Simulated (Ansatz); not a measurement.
A plane-wave DFT run in Ansatz 0.2.0 (scalar-relativistic PAW potentials unless the input names others): input and command.

```yaml
crystal:
  lattice:
    - [0.0, 2.2120582687, 2.5005876081]
    - [2.2120582687, 0.0, 2.5005876081]
    - [2.2120582687, 2.2120582687, 0.0]
  atoms:
    - { symbol: B, position: [0.0, 0.0, 0.0] }
    - { symbol: As, position: [0.75, 0.75, 0.75] }
basis:
  ecutwfc: 420
kpoints:
  mp_grid: { grid: [1, 1, 1] }
hamiltonian:
  xc: pbe
scf:
  occupations: { method: gaussian, width: 0.05 }
  max_iter: 80
output:
  forces: true
  eigenvalues: true
  stress: true
```

```bash
ansatz run input.yaml --threads 2 --pin off --max-ram 5120MiB --backend cpu --events-out ev --progress --plain --runs-dir out
```

Abridged log:
```
Basis set: ecut = 420 eV, 485 PW (Γ), exchange–correlation on 48×48×48 points (8 copies of the dense FFT grid, shifted against one another)
Bands: 13, of which v1, the nominal top of the filled ones, is band 9 counted from 1 (8 counted from 0)
Symmetry: 8 space group operations
k-points: 1
SCF iter   1: F=—  HF=-4988.554148 eV  |F-HF|=—  |Δ(HF+E_count)|=         —  Δρ=1.18e-1  dr2=3.76e0  ethr=1.77e-3  ⟨swp⟩=5.0  Hψ=67  notcnv=0
SCF iter   2: F=—  HF=-4987.696794 eV  |F-HF|=—  |Δ(HF+E_count)|=   8.57e-1  Δρ=5.01e-2  dr2=6.36e-1  ethr=1.77e-3  ⟨swp⟩=4.0  Hψ=36  notcnv=0
SCF iter   3: F=—  HF=-4987.565707 eV  |F-HF|=—  |Δ(HF+E_count)|=   1.31e-1  Δρ=5.47e-3  dr2=4.21e-3  ethr=1.77e-3  ⟨swp⟩=2.0  Hψ=21  notcnv=0
SCF iter   4: F=—  HF=-4987.568427 eV  |F-HF|=—  |Δ(HF+E_count)|=   2.72e-3  Δρ=2.34e-3  dr2=5.65e-4  ethr=2.34e-5  ⟨swp⟩=2.0  Hψ=26  notcnv=0
SCF iter   5: F=—  HF=-4987.570291 eV  |F-HF|=—  |Δ(HF+E_count)|=   1.86e-3  Δρ=3.93e-4  dr2=2.59e-5  ethr=3.14e-6  ⟨swp⟩=2.0  Hψ=21  notcnv=0
SCF iter   6: F=—  HF=-4987.570304 eV  |F-HF|=—  |Δ(HF+E_count)|=   1.30e-5  Δρ=1.02e-4  dr2=1.71e-6  ethr=1.44e-7  ⟨swp⟩=2.0  Hψ=22  notcnv=0
SCF iter   7: F=—  HF=-4987.570304 eV  |F-HF|=—  |Δ(HF+E_count)|=   2.54e-7  Δρ=2.91e-5  dr2=1.59e-7  ethr=9.49e-9  ⟨swp⟩=3.0  Hψ=21  notcnv=0
SCF iter   8: F=-4987.570304 eV  HF=-4987.570304 eV  |F-HF|=6.98e-9  |Δ(HF+E_count)|=   6.55e-8  Δρ=8.12e-6  dr2=1.72e-8  ethr=5.56e-10  ⟨swp⟩=4.0  Hψ=38  notcnv=0
SCF 1 converged in 8 iterations: F = -4987.570304 eV  dr2 = 1.72e-8
SCF converged after 8 iterations
Free energy (F): -4987.570304 eV
Harris-Foulkes:  -4987.570304 eV  (|F-HF|=6.98e-9)
Internal energy: -4987.570304 eV  (E = F + TS)
E sigma→0 (E₀):  -4987.570304 eV
Fermi energy:    15.849327 eV
--- Forces (eV/Å), atoms counted from 1 ---
  atom   1  B      0.00000000     0.00000000     0.00000000
  atom   2  As     0.00000000     0.00000000     0.00000000
--- Stress (GPa, compression-positive) ---
      139.592263       0.000000       0.000000
        0.000000     139.592263       0.000000
        0.000000       0.000000     160.784147
  P = ⅓ Tr σ = 146.6562 GPa (1466.562 kbar)
```

**Question.** Find the fault.

**Answer.** The fault is one k-point for a small cell (kpoints.mp_grid.grid: [10, 10, 10] → [1, 1, 1], the first being the value of the sound run). Setting it back cures it. The run converged all the same, with an energy at zero smearing 12.1 eV/atom above the reference's, pressure 146.66 GPa, largest force 0.000 eV/Å, gap on the mesh 2.31 eV, so convergence alone doesn't show that an input is right. A reference run from the same start on usual settings converged with pressure 21.55 GPa, largest force 0.000 eV/Å, gap on the mesh 0.08 eV.

It took 0.24 s on 2 threads of Intel(R) Xeon(R) 6975P-C (Granite Rapids) (shared host), peak memory 0.28 GiB.